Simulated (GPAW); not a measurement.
Here is a GPAW 26.7.0 calculation.

File run.py:

```python
from ase.calculators.mixing import SumCalculator
from ase.eos import EquationOfState
from ase.io import Trajectory, read
from ase.units import GPa
from dftd3.ase import DFTD3
from gpaw import GPAW, PW

atoms = read('Ti.xyz')

traj = Trajectory('eos.traj', 'w')
volumes, energies = [], []
for x in [0.94, 0.96, 0.98, 1.0, 1.02, 1.04, 1.06]:
    a = atoms.copy()
    a.set_cell(atoms.cell * x**(1 / 3), scale_atoms=True)
    calc = GPAW(mode=PW(600),
                xc='RPBE',
                kpts={'size': (11, 11, 11), 'gamma': True},
                occupations={'name': 'fermi-dirac', 'width': 0.05},
                nbands=14,
                convergence={'density': 1e-05, 'energy': 1e-05},
                maxiter=150,
                txt=f'eos-{x:.2f}.txt')
    a.calc = SumCalculator([calc, DFTD3(method='rpbe', damping='d3bj')])
    energies.append(a.get_potential_energy())
    volumes.append(a.get_volume())
    p = -a.get_stress()[:3].mean() / GPa
    calc.write(f'eos-{x:.2f}.gpw')
    traj.write(a)
    print(f'{x:.2f} {volumes[-1]:10.4f} A^3 {energies[-1]:14.6f} eV {p:9.3f} GPa', flush=True)

v0, e0, B = EquationOfState(volumes, energies, eos='birchmurnaghan').fit()
print(f'V0 = {v0:.4f} A^3, E0 = {e0:.6f} eV, B0 = {B / GPa:.2f} GPa')
```

Ti.xyz

```xyz
1
Lattice="-1.6410000000 1.6410000000 1.6410000000 1.6410000000 -1.6410000000 1.6410000000 1.6410000000 1.6410000000 -1.6410000000" Properties=species:S:1:pos:R:3 pbc="T T T"
Ti     0.0000000000      0.0000000000      0.0000000000
```

Potentials or basis: the program's PAW data sets (release 1.2.1) made for this functional, pw.

Command:

```bash
$ OMP_NUM_THREADS=1 python run.py
```

Question: Estimate the equilibrium volume.

Answer: Outside the volumes run.

Energy against volume, from the lowest point:
| volume (Å³/atom) | energy (meV/atom) |
| --- | --- |
| 16.616 | 0.00 |
| 16.969 | 72.80 |
| 17.323 | 148.38 |
| 17.676 | 226.29 |
| 18.030 | 306.57 |
| 18.383 | 388.73 |
| 18.737 | 472.63 |
